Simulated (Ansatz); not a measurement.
# TaN2: the cost of one run

Method: DFT PBE, scalar-relativistic, plane waves, PAW, in Ansatz 0.2.0.

5 further runs of the same task are left out: 5 set aside as unsound or not needed.

**1. The starting structure**

Symmetry: Pnnm, No. 58, orthorhombic system. The conventional cell has a = 3.924 Å, b = 4.790 Å, c = 2.990 Å, α = 90.00°, β = 90.00°, γ = 90.00°. Ta (site symmetry 2/m) is surrounded by 6 N at 1.98 to 1.99 Å. Around N (site symmetry m) lie 1 N at 1.96 Å and 3 Ta at 1.98 to 1.99 Å.

Structure file:

```cif
data_structure
_symmetry_space_group_name_H-M 'P 1'
_symmetry_Int_Tables_number 1
_cell_length_a 3.9244
_cell_length_b 4.7896
_cell_length_c 2.9900
_cell_angle_alpha 90.000
_cell_angle_beta 90.000
_cell_angle_gamma 90.000
_cell_volume 56.20
loop_
_atom_site_label
_atom_site_type_symbol
_atom_site_fract_x
_atom_site_fract_y
_atom_site_fract_z
_atom_site_occupancy
Ta1 Ta 0.00000 0.00000 0.00000 1
Ta2 Ta 0.50000 0.50000 0.50000 1
N1 N 0.20040 0.37870 0.00000 1
N2 N 0.79960 0.62130 0.00000 1
N3 N 0.70040 0.12130 0.50000 1
N4 N 0.29960 0.87870 0.50000 1
```

This is candidate A: marcasite type (Pnnm, No. 58).

(A quick probe on a coarse mesh, which set the mesh and smearing, is not shown.)

**3. Rough relaxation on the coarse mesh (candidate A)**

input.yaml

```yaml
crystal:
  lattice:
    - [3.9243575778, 0.0, 0.0]
    - [0.0, 4.7896481386, 0.0]
    - [0.0, 0.0, 2.9900203621]
  atoms:
    - { symbol: Ta, position: [0.0, 0.0, 0.0] }
    - { symbol: Ta, position: [0.5, 0.5, 0.5] }
    - { symbol: "N", position: [0.2004, 0.3787, 0.0] }
    - { symbol: "N", position: [0.7996, 0.6213, 0.0] }
    - { symbol: "N", position: [0.7004, 0.1213, 0.5] }
    - { symbol: "N", position: [0.2996, 0.8787, 0.5] }
basis:
  ecutwfc: 420
kpoints:
  mp_grid: { grid: [4, 4, 6] }
hamiltonian:
  xc: pbe
scf:
  occupations: { method: gaussian, width: 0.1 }
  lower_state_search: "off"
output:
  forces: true
  stress: true
  eigenvalues: true
relax:
  adjacent_minimum: "off"
  f_tol: 0.04
  max_steps: 70
  cell: { stress_tol: 0.4 }
```

Command:

```
$ ansatz run input.yaml --threads 1 --pin off --max-ram 2560MiB --backend cpu --events-out ev --progress --plain --runs-dir out
```

**Question.** How long does this run take on 1 thread of Intel Xeon Platinum 8488C (Sapphire Rapids), shared host, and how much memory does it need?

About 47 s, with a peak of 0.41 GiB.
